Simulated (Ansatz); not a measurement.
# The perfect AlAs wire along [110], 6 atoms a period, H-terminated

Aim: is the AlAs wire along [110], 6 atoms a period, H-terminated a metal or a semiconductor?

Calculated with Ansatz 0.2.0; DFT PBE, plane waves, PAW; relaxation of a wire's period; PAW set soft_1, in the first sound run; inputs show where later runs differ.

### 1. Set-up

The cell holds 14 atoms: 3 As, 8 H and 3 Al. Cell: a = 12.899 Å, b = 13.416 Å, c = 4.052 Å, α = 90.0°, β = 90.0°, γ = 90.0°. Vacuum lies along a and b. The structure's axis is c.

### 2. Relaxation of atoms and period

Band widths follow the bond lengths, so the wire is relaxed first. The atoms and the third cell vector are free; the box across stays fixed as vacuum. A Fermi-Dirac smearing is set since the result may be a metal. The pressure printed is a third of the stress's trace over the whole box, vacuum included; only the stress along the axis is relaxed.

Input file input.yaml:

```yaml
crystal:
  lattice:
    - [12.899, 0.0, 0.0]
    - [0.0, 13.416, 0.0]
    - [0.0, 0.0, 4.0517218562]
  atoms:
    - { symbol: As, position: [0.444913553, 0.348978804, 0.0] }
    - { symbol: H, position: [0.514290475, 0.25464594, 0.0] }
    - { symbol: Al, position: [0.555968674, 0.499982153, 0.0] }
    - { symbol: H, position: [0.263586325, 0.253428742, 0.5] }
    - { symbol: H, position: [0.263586325, 0.444528866, 0.5] }
    - { symbol: H, position: [0.263586325, 0.746535564, 0.5] }
    - { symbol: H, position: [0.263586325, 0.555435439, 0.5] }
    - { symbol: Al, position: [0.333858433, 0.348978804, 0.5] }
    - { symbol: Al, position: [0.333858433, 0.650985502, 0.5] }
    - { symbol: As, position: [0.667023794, 0.499982153, 0.5] }
    - { symbol: H, position: [0.736400716, 0.405649289, 0.5] }
    - { symbol: H, position: [0.736400716, 0.594315016, 0.5] }
    - { symbol: As, position: [0.444913553, 0.650985502, 0.0] }
    - { symbol: H, position: [0.514290475, 0.745318365, 0.0] }
kpoints:
  mp_grid: { grid: [1, 1, 20] }
scf:
  occupations: { method: fermi_dirac, width: 0.05 }
hamiltonian:
  xc: pbe
  pseudopotentials: { kind: paw, azcp: { folder: soft_1 } }
relax:
  cell: { fix: [a, b, alpha, beta, gamma] }
  max_steps: 45
  f_tol: 0.03
```

The run is started by

```sh
$ ansatz run input.yaml --threads 4 --pin off --max-ram 16384MiB --backend cpu --events-out ev --progress --plain --runs-dir out
```

Numbers of over 12 decimals in the logs are rounded to 6 here.

Output:

```text
Engine: ansatz 0.2.0, aarch64-unknown-linux-gnu
Pseudopotentials: kind: paw
Pseudopotential: As, paw, valence charge 15, recommended cutoff 420 eV (normal), soft_1/As.paw.azcp
Pseudopotential: H, paw, valence charge 1, recommended cutoff 420 eV (normal), soft_1/H.paw.azcp
Pseudopotential: Al, paw, valence charge 3, recommended cutoff 420 eV (normal), soft_1/Al.paw.azcp
Functional definition: PBE
  parameter kappa = 0.804
  parameter beta = 0.066725
  exchange = pbe_x(kappa = kappa, mu = beta*pi^2/3)
  correlation = pbe_c(beta = beta)
Crystal: 14 atoms, lattice volume = 701.163 Å³
Basis set: ecut = 420 eV, 13731 PW (Γ), exchange–correlation on 180×180×60 points (8 copies of the dense FFT grid, shifted against one another)
Bands: 45, of which v1, the nominal top of the filled ones, is band 31 counted from 1 (30 counted from 0)
Symmetry: 4 space group operations
Space group: Pmm2 (ITA 25), of the structure as read, at distance tolerance 8.9e-5 Å
k-points: 11 of 20
Non-local potential: As, projectors of the file, l = 0: 2, l = 1: 2, l = 2: 3, l = 3: 1
Non-local potential: H, projectors of the file, l = 0: 2, l = 1: 1
Non-local potential: Al, projectors of the file, l = 0: 2, l = 1: 2, l = 2: 1
PAW form: soft (Blöchl's): semilocal exchange-correlation on the pseudo side does not see the compensation charge
PAW one-centre angular grid: As, 590 points (default); XC on 64 Gauss nodes
PAW one-centre angular grid: H, 110 points (default); XC on 64 Gauss nodes
PAW one-centre angular grid: Al, 110 points (default); XC on 64 Gauss nodes
Initial density: superposition of atomic densities (neutral atoms: chi_scale 0, normalization atom)
Initial wavefunctions: pseudopotential atomic-orbital guess
Functional: x = pbe(κ = 0.804, μ = 0.219515), c = pbe(β = 0.066725)
SCF iter   1: F=—  HF=-16310.339597 eV  |F-HF|=—  |Δ(HF+E_count)|=         —  Δρ=3.60e-2  dr2=1.11e1  ethr=3.10e-3  ⟨swp⟩=7.6  Hψ=2428  notcnv=0  defer=2
preconditioner: auto → Resta (q_TF=auto, 1.821 Å⁻¹)  ε∞=1.7  [insulator: Δε(μ)=3.159 eV  Ē_g=9.806 eV  σ=0.050 eV  W_gap=1.00  n_scr=66 (ndim 8)  ℏωp=7.9 eV  f_vac=0.582  D(μ)=0.00/eV (n_scr^D=0)  ε∞_Penn≈1.7  vacuum switching on, ρ_ref=7.0e-3 e/Å³]
SCF iter   2: F=—  HF=-16307.092038 eV  |F-HF|=—  |Δ(HF+E_count)|=    3.25e0  Δρ=1.45e-2  dr2=1.66e0  ethr=3.10e-3  ⟨swp⟩=3.3  Hψ=827  notcnv=0  defer=97
SCF iter   3: F=—  HF=-16306.654554 eV  |F-HF|=—  |Δ(HF+E_count)|=   4.37e-1  Δρ=3.70e-3  dr2=2.34e-1  ethr=2.67e-3  ⟨swp⟩=3.5  Hψ=833  notcnv=0  defer=87
SCF iter   4: F=—  HF=-16306.608986 eV  |F-HF|=—  |Δ(HF+E_count)|=   4.56e-2  Δρ=1.24e-3  dr2=1.12e-2  ethr=3.77e-4  ⟨swp⟩=3.8  Hψ=708  notcnv=0  defer=87
SCF iter   5: F=—  HF=-16306.610741 eV  |F-HF|=—  |Δ(HF+E_count)|=   1.75e-3  Δρ=3.49e-4  dr2=9.79e-4  ethr=1.80e-5  ⟨swp⟩=3.5  Hψ=803  notcnv=0  defer=83
SCF iter   6: F=—  HF=-16306.611103 eV  |F-HF|=—  |Δ(HF+E_count)|=   3.62e-4  Δρ=1.15e-4  dr2=1.41e-4  ethr=1.58e-6  ⟨swp⟩=2.6  Hψ=723  notcnv=0  defer=83
SCF iter   7: F=—  HF=-16306.611132 eV  |F-HF|=—  |Δ(HF+E_count)|=   2.97e-5  Δρ=3.03e-5  dr2=1.27e-5  ethr=2.27e-7  ⟨swp⟩=3.0  Hψ=783  notcnv=0  defer=83
SCF iter   8: F=—  HF=-16306.611133 eV  |F-HF|=—  |Δ(HF+E_count)|=   1.01e-6  Δρ=9.41e-6  dr2=8.90e-7  ethr=2.04e-8  ⟨swp⟩=2.0  Hψ=553  notcnv=0  defer=83
SCF iter   9: F=—  HF=-16306.611134 eV  |F-HF|=—  |Δ(HF+E_count)|=   7.47e-7  Δρ=3.18e-6  dr2=1.30e-7  ethr=1.61e-10  ⟨swp⟩=5.0  Hψ=1691  notcnv=0
SCF iter  10: F=-16306.611134 eV  HF=-16306.611134 eV  |F-HF|=6.65e-9  |Δ(HF+E_count)|=   9.79e-8  Δρ=7.49e-7  dr2=5.06e-9  ethr=1.61e-10  ⟨swp⟩=4.5  Hψ=1402  notcnv=0
SCF 1 converged in 10 iterations: F = -16306.611134 eV  dr2 = 5.06e-9
  greatest PAW one-centre occupation: 0.999 electrons in one spin orbital (limit 2), on the As atom at site 9 (counted from 0), in its partial waves of l = 2
relax step   1: F+E_penalty+E_count = -16306.61113434 eV  Δ(F+E_penalty+E_count) = +0.000e0 eV  max|allowed force component| = 7.017e-1 eV/Å  Δτ_max = 0.0000 Å  P = +0.430 GPa  Ω = 701.163 Å³  fix = [a, b, alpha, beta, gamma]  reactions: a +0.025, b +0.504 GPa  (10 SCF iters, dr2 threshold 1.00e-7 eV, accepted)
Crystal: 14 atoms, lattice volume = 705.288 Å³
Basis set: ecut = 420 eV, 13831 PW (Γ), exchange–correlation on 180×180×60 points (8 copies of the dense FFT grid, shifted against one another)
Initial density: handed on by an earlier stage of this run
Initial wavefunctions: those handed on with the density
iter 1 solved again at ethr=5.28e-4 eV; its pass at ethr=3.10e-3 eV (dr2=3.28e-1 eV) is discarded
SCF iter   1: F=—  HF=-16307.218568 eV  |F-HF|=—  |Δ(HF+E_count)|=         —  Δρ=7.65e-3  dr2=3.29e-1  ethr=5.28e-4  ⟨swp⟩=2.5  Hψ=2484  notcnv=0
preconditioner: auto → Resta (q_TF=auto, 1.819 Å⁻¹)  ε∞=1.8  [insulator: Δε(μ)=2.175 eV  Ē_g=9.088 eV  σ=0.050 eV  W_gap=1.00  n_scr=66 (ndim 8)  ℏωp=7.9 eV  f_vac=0.634  D(μ)=0.00/eV (n_scr^D=0)  ε∞_Penn≈1.8  vacuum switching on, ρ_ref=6.0e-3 e/Å³]
SCF iter   2: F=—  HF=-16307.152868 eV  |F-HF|=—  |Δ(HF+E_count)|=   6.57e-2  Δρ=3.59e-3  dr2=6.53e-2  ethr=5.28e-4  ⟨swp⟩=3.1  Hψ=782  notcnv=0
SCF iter   3: F=—  HF=-16307.144138 eV  |F-HF|=—  |Δ(HF+E_count)|=   8.73e-3  Δρ=6.65e-4  dr2=8.01e-3  ethr=1.05e-4  ⟨swp⟩=2.5  Hψ=774  notcnv=0  defer=52
SCF iter   4: F=—  HF=-16307.142459 eV  |F-HF|=—  |Δ(HF+E_count)|=   1.68e-3  Δρ=1.72e-4  dr2=2.51e-4  ethr=1.29e-5  ⟨swp⟩=2.1  Hψ=586  notcnv=0  defer=53
SCF iter   5: F=—  HF=-16307.142543 eV  |F-HF|=—  |Δ(HF+E_count)|=   8.31e-5  Δρ=4.13e-5  dr2=2.17e-5  ethr=4.05e-7  ⟨swp⟩=2.0  Hψ=545  notcnv=0  defer=53
SCF iter   6: F=—  HF=-16307.142548 eV  |F-HF|=—  |Δ(HF+E_count)|=   5.43e-6  Δρ=1.58e-5  dr2=4.08e-6  ethr=3.49e-8  ⟨swp⟩=2.0  Hψ=745  notcnv=0  defer=53
SCF iter   7: F=-16307.142549 eV  HF=-16307.142549 eV  |F-HF|=2.32e-7  |Δ(HF+E_count)|=   5.42e-7  Δρ=4.48e-6  dr2=1.69e-7  ethr=2.26e-9  ⟨swp⟩=5.0  Hψ=1588  notcnv=0
SCF 2 converged in 7 iterations: F = -16307.142549 eV  dr2 = 1.69e-7
relax step   2: F+E_penalty+E_count = -16307.14254884 eV  Δ(F+E_penalty+E_count) = -5.314e-1 eV  max|allowed force component| = 4.894e-1 eV/Å  Δτ_max = 0.1948 Å  P = +0.293 GPa  Ω = 705.288 Å³  energy of the carried Pulay correction = -5.448e-4 eV  fix = [a, b, alpha, beta, gamma]  reactions: a -0.075, b +0.524 GPa  (7 SCF iters, dr2 threshold 1.40e-6 eV, accepted)
Crystal: 14 atoms, lattice volume = 709.521 Å³
Basis set: ecut = 420 eV, 13863 PW (Γ), exchange–correlation on 180×180×60 points (8 copies of the dense FFT grid, shifted against one another)
iter 1 solved again at ethr=3.72e-4 eV; its pass at ethr=3.10e-3 eV (dr2=2.31e-1 eV) is discarded
[...]
relax step   5: F+E_penalty+E_count = -16307.54907837 eV  Δ(F+E_penalty+E_count) = -8.174e-2 eV  max|allowed force component| = 6.953e-2 eV/Å  Δτ_max = 0.2000 Å  P = +0.031 GPa  Ω = 720.514 Å³  energy of the carried Pulay correction = -2.528e-3 eV  fix = [a, b, alpha, beta, gamma]  reactions: a -0.036, b +0.118 GPa  (6 SCF iters, dr2 threshold 1.40e-6 eV, accepted)
relax step   6: F+E_penalty+E_count = -16307.56598937 eV  Δ(F+E_penalty+E_count) = -1.691e-2 eV  max|allowed force component| = 2.794e-1 eV/Å  Δτ_max = 0.2000 Å  P = -0.017 GPa  Ω = 723.052 Å³  energy of the carried Pulay correction = -2.855e-3 eV  fix = [a, b, alpha, beta, gamma]  reactions: a -0.123, b +0.070 GPa  (7 SCF iters, dr2 threshold 3.02e-7 eV, accepted)
relax step   7: F+E_penalty+E_count = -16307.58488806 eV  Δ(F+E_penalty+E_count) = -1.890e-2 eV  max|allowed force component| = 1.165e-1 eV/Å  Δτ_max = 0.0764 Å  P = -0.060 GPa  Ω = 723.802 Å³  energy of the carried Pulay correction = -2.951e-3 eV  fix = [a, b, alpha, beta, gamma]  reactions: a -0.102, b -0.054 GPa  (6 SCF iters, dr2 threshold 1.40e-6 eV, accepted)
relax step   8: F+E_penalty+E_count = -16307.59388981 eV  Δ(F+E_penalty+E_count) = -9.002e-3 eV  max|allowed force component| = 1.963e-2 eV/Å  Δτ_max = 0.1041 Å  P = -0.000 GPa  Ω = 722.658 Å³  energy of the carried Pulay correction = -2.804e-3 eV  fix = [a, b, alpha, beta, gamma]  reactions: a -0.035, b +0.032 GPa  (6 SCF iters, dr2 threshold 8.48e-7 eV, accepted)
relax step   9: F+E_penalty+E_count = -16307.59578754 eV  Δ(F+E_penalty+E_count) = -1.898e-3 eV  max|allowed force component| = 9.155e-2 eV/Å  Δτ_max = 0.1114 Å  P = -0.046 GPa  Ω = 722.934 Å³  energy of the carried Pulay correction = -2.840e-3 eV  fix = [a, b, alpha, beta, gamma]  reactions: a -0.065, b -0.064 GPa  (10 SCF iters, accepted)
relax step  10: F+E_penalty+E_count = -16307.59681753 eV  Δ(F+E_penalty+E_count) = -1.030e-3 eV  max|allowed force component| = 2.005e-2 eV/Å  Δτ_max = 0.0287 Å  P = -0.011 GPa  Ω = 722.728 Å³  energy of the carried Pulay correction = -2.813e-3 eV  fix = [a, b, alpha, beta, gamma]  reactions: a -0.034, b +0.001 GPa  (5 SCF iters, dr2 threshold 5.24e-7 eV, accepted)
Initial wavefunctions: pseudopotential atomic-orbital guess (no wavefunctions were taken with the density)
iter 1 solved again at ethr=4.27e-7 eV; its pass at ethr=3.10e-3 eV (dr2=2.65e-4 eV) is discarded
SCF iter   1: F=—  HF=-16307.593497 eV  |F-HF|=—  |Δ(HF+E_count)|=         —  Δρ=1.13e-4  dr2=3.33e-6  ethr=4.27e-7  ⟨swp⟩=3.5  Hψ=4028  notcnv=0
preconditioner: auto → Resta (q_TF=auto, 1.812 Å⁻¹)  ε∞=1.7  [insulator: Δε(μ)=2.682 eV  Ē_g=9.121 eV  σ=0.050 eV  W_gap=1.00  n_scr=70 (ndim 8)  ℏωp=7.8 eV  f_vac=0.626  D(μ)=0.00/eV (n_scr^D=0)  ε∞_Penn≈1.7  vacuum switching on, ρ_ref=6.0e-3 e/Å³]
SCF iter   2: F=—  HF=-16307.598140 eV  |F-HF|=—  |Δ(HF+E_count)|=   4.64e-3  Δρ=5.67e-5  dr2=8.74e-7  ethr=5.37e-9  ⟨swp⟩=3.0  Hψ=886  notcnv=0
SCF iter   3: F=—  HF=-16307.600350 eV  |F-HF|=—  |Δ(HF+E_count)|=   2.21e-3  Δρ=6.98e-6  dr2=1.18e-7  ethr=1.41e-9  ⟨swp⟩=3.0  Hψ=952  notcnv=0  defer=1
SCF iter   4: F=—  HF=-16307.600403 eV  |F-HF|=—  |Δ(HF+E_count)|=   5.32e-5  Δρ=1.05e-6  dr2=1.03e-8  ethr=1.90e-10  ⟨swp⟩=3.3  Hψ=937  notcnv=0  defer=1
SCF iter   5: F=—  HF=-16307.600403 eV  |F-HF|=—  |Δ(HF+E_count)|=   1.22e-7  Δρ=4.27e-7  dr2=1.89e-9  ethr=1.66e-11  ⟨swp⟩=2.0  Hψ=594  notcnv=0  defer=1
SCF iter   6: F=—  HF=-16307.600403 eV  |F-HF|=—  |Δ(HF+E_count)|=   1.65e-7  Δρ=1.21e-7  dr2=2.89e-10  ethr=3.05e-12  ⟨swp⟩=2.0  Hψ=627  notcnv=0  defer=1
SCF iter   7: F=-16307.600403 eV  HF=-16307.600403 eV  |F-HF|=1.75e-9  |Δ(HF+E_count)|=   6.78e-9  Δρ=3.51e-8  dr2=9.95e-12  ethr=1.00e-12  ⟨swp⟩=5.0  Hψ=1595  notcnv=0
SCF 11 converged in 7 iterations: F = -16307.600403 eV  dr2 = 9.95e-12
relax step  11: F+E_penalty+E_count = -16307.60040333 eV  Δ(F+E_penalty+E_count) = -3.586e-3 eV  max|allowed force component| = 1.966e-2 eV/Å  Δτ_max = 0.0000 Å  P = -0.006 GPa  Ω = 722.728 Å³  fix = [a, b, alpha, beta, gamma]  reactions: a -0.032, b +0.003 GPa  stress off target by 1.01e-2 GPa on what of the cell is left free  SCF on the basis re-selected at this cell (its energy is not comparable with the rows above)  (7 SCF iters)
basis re-selected at this cell: Δ(F+E_penalty+E_count) = -3.586e-3 eV, ΔP = +0.005 GPa vs the last step (what re-selecting the basis moved, of the pressure what is left beyond the Pulay correction that the steps carried, after the strain that the cell walked since its last selection, with what the two solves' SCF thresholds leave and, on support functions, any second-order correction that the steps lacked; it is no m [...]
SCF converged after 7 iterations
Free energy (F): -16307.600403 eV
Harris-Foulkes:  -16307.600403 eV  (|F-HF|=1.75e-9)
Internal energy: -16307.600403 eV  (E = F + TS)
E sigma→0 (E₀):  -16307.600403 eV
Fermi energy:    -2.266766 eV
--- Per-component energies (eV) ---
  E_band       = -1377.434592
  E_kinetic    = 460.237168
  E_local      = -17841.942283  (includes V_loc(G=0)·N_el)
  E_nonlocal   = -1143.083542
  E_hartree    = 8947.925087
  E_xc         = -390.532924
  E_vxc        = -393.554221  (∫ρ·V_xc dr)
  E_paw        = -7454.483122  (= ΣΔE_a)
  E_vpaw       = -354.934314  (= ΣTr[D̂ρ^β])
  E_aug_tail   = -0.007563  (compensation charges beyond the density's cutoff)
  E_ewald      = 1114.286775
  E_smearing   = -0.000000  (= −TS)
  E_closure    = 0.000000  (closes the sum)
  Σ components = -16307.600403   (vs F -16307.600403, Δ=0.00e0)
--- Forces (eV/Å), atoms counted from 1 ---
  atom   1  As    -0.01965968    -0.00464277     0.00000000
  atom   2  H      0.01028009     0.00548072     0.00000000
  atom   3  Al     0.01285050    -0.00000000     0.00000000
  atom   4  H      0.00665311    -0.00003208     0.00000000
  atom   5  H      0.01343723    -0.00712491     0.00000000
  atom   6  H      0.00665311     0.00003208     0.00000000
  atom   7  H      0.01343723     0.00712491     0.00000000
  atom   8  Al    -0.01849118     0.00918355     0.00000000
  atom   9  Al    -0.01849118    -0.00918355     0.00000000
  atom  10  As     0.00387785    -0.00000000     0.00000000
  atom  11  H     -0.00058383     0.00386314     0.00000000
  atom  12  H     -0.00058383    -0.00386314     0.00000000
  atom  13  As    -0.01965968     0.00464277     0.00000000
  atom  14  H      0.01028009    -0.00548072     0.00000000
  max |Σ_I F_I| component: 1.50e-7 eV/Å
--- Stress (GPa, compression-positive) ---
       -0.032300       0.000000       0.000000
        0.000000       0.003396       0.000000
        0.000000       0.000000       0.010134
  P = ⅓ Tr σ = -0.0063 GPa (-0.063 kbar)
--- Relaxed structure (10 steps of the walk, 10 accepted, 1 SCFs on fresh bases) ---
  F+E_penalty+E_count = -16307.60040333 eV   max|allowed force component| = 1.966e-2 eV/Å   (the final SCF, on the basis selected at the relaxed cell)
  cell:  # Å, volume = 722.7284 Å³
    - [12.899, 0.0, 0.0]
    - [0.0, 13.416, 0.0]
    - [0.0, 0.0, 4.176342]
  atoms:
    - { symbol: As, position: [0.437617, 0.343030, 0.0] }
    - { symbol: H, position: [0.529206, 0.271357, 0.0] }
    - { symbol: Al, position: [0.532551, 0.499982, 0.0] }
    - { symbol: H, position: [0.321065, 0.184020, 0.500000] }
    - { symbol: H, position: [0.239798, 0.379453, 0.500000] }
    - { symbol: H, position: [0.321065, 0.815944, 0.500000] }
    - { symbol: H, position: [0.239798, 0.620511, 0.500000] }
    - { symbol: Al, position: [0.333731, 0.302196, 0.500000] }
    - { symbol: Al, position: [0.333731, 0.697768, 0.500000] }
    - { symbol: As, position: [0.642259, 0.499982, 0.500000] }
    - { symbol: H, position: [0.719309, 0.414492, 0.500000] }
    - { symbol: H, position: [0.719309, 0.585472, 0.500000] }
    - { symbol: As, position: [0.437617, 0.656934, 0.0] }
    - { symbol: H, position: [0.529206, 0.728608, 0.0] }
```

Wall time 88 s (4 threads of Arm Neoverse V1, shared host); peak memory 1.2 GiB.

Step by step:

```csv
step,energy less that of the first step (eV),largest force component (eV/Å),pressure (GPa),volume (Å³)
1,0.0000,0.7017,0.43,701.16
2,-0.5314,0.4894,0.29,705.29
3,-0.7361,0.1776,0.14,709.52
4,-0.8562,0.1547,0.05,718.34
5,-0.9379,0.0695,0.03,720.51
6,-0.9549,0.2794,-0.02,723.05
7,-0.9738,0.1165,-0.06,723.80
8,-0.9828,0.0196,0.00,722.66
9,-0.9847,0.0916,-0.05,722.93
10,-0.9857,0.0200,-0.01,722.73
11*,-0.9893,0.0197,-0.01,722.73
```

Relaxation steps marked * repeat the geometry before them on a plane-wave basis chosen anew for their cell, so energy and pressure can jump there.

Forces are held to the 4 operations that the run works with; a distortion that breaks them can't arise in this run.

```csv
cell as run,before,after,change
c (Å),4.052,4.176,+3.1 %
```

The atoms that moved most (Å, along periodic axes as changes of fractional coordinates times the final cell, across vacuum about the mean position):

```csv
atom,dx,dy,dz,length
H4,0.741,-0.931,0.000,1.190
H6,0.741,0.931,0.000,1.190
H7,-0.307,0.873,0.000,0.925
H5,-0.307,-0.873,0.000,0.925
Al8,-0.002,-0.628,0.000,0.628
Al9,-0.002,0.628,0.000,0.628
As10,-0.319,0.000,0.000,0.319
Al3,-0.302,0.000,0.000,0.302
```

Numbers from this step:

- cell length along the wire: 4.176 Å

The cell's length comes to 4.176 Å with spin left out.

[end of part 1 of 2]

[Logs are printed without paths, hosts, clocks, repeated set-up lines and the standing remarks that a program may print on its own settings, such as how far it seeks lower states.]

[Hosts, paths, dates, database ids (printed as entryN), source tags and the programs' standing remarks are cut or masked in the printed files.]
